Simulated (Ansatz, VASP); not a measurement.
**Cu in VASP and in Ansatz**

```xyz
2
Lattice="1.2185 -3.9764 0.0000 1.2185 3.9764 0.0000 0.0000 0.0000 2.4755" Properties=species:S:1:pos:R:3 pbc="T T T"
Cu    1.2185    2.9118    0.6189
Cu    1.2185   -2.9118    1.8566
```

This isn't the form of Cu at room conditions, which is fcc.

Alike in both runs: task single point; functional PBEsol; k mesh 12 × 12 × 11; occupations fermi-dirac, width 0.15 eV; no spin polarisation.

```csv
,VASP,Ansatz
version,VASP 6.6.1,Ansatz 0.2.0
potentials or method,"VASP PAW PBE potentials, release 64 (Cu)","plane waves, PAW"
plane-wave cutoff (eV),520,420
valence electrons in the cell,22,38
```

|  | VASP | Ansatz | Ansatz less VASP |
| --- | --- | --- | --- |
| gap on the k mesh at the Fermi level (eV) | none | none | - |
| pressure (GPa) | -0.7 | -1.4 | -0.69 |
| largest component of the traceless stress (GPa) | 0.26 | 0.27 | +0.007 |
| rms of the force components (eV/Å) | 0.002 | 0.004 | +0.0026 |

Atom by atom the forces differ by 0.003 eV/Å (rms over components). A gap of «none» marks a metal or a gap that the smearing closes. With one functional, cell and mesh, what is left measures potentials, basis and numerics. The two sets of potentials don't hold the same shells in valence.

Caveats: the PAW data sets were made with another functional, which shifts forces and pressure a little (VASP).
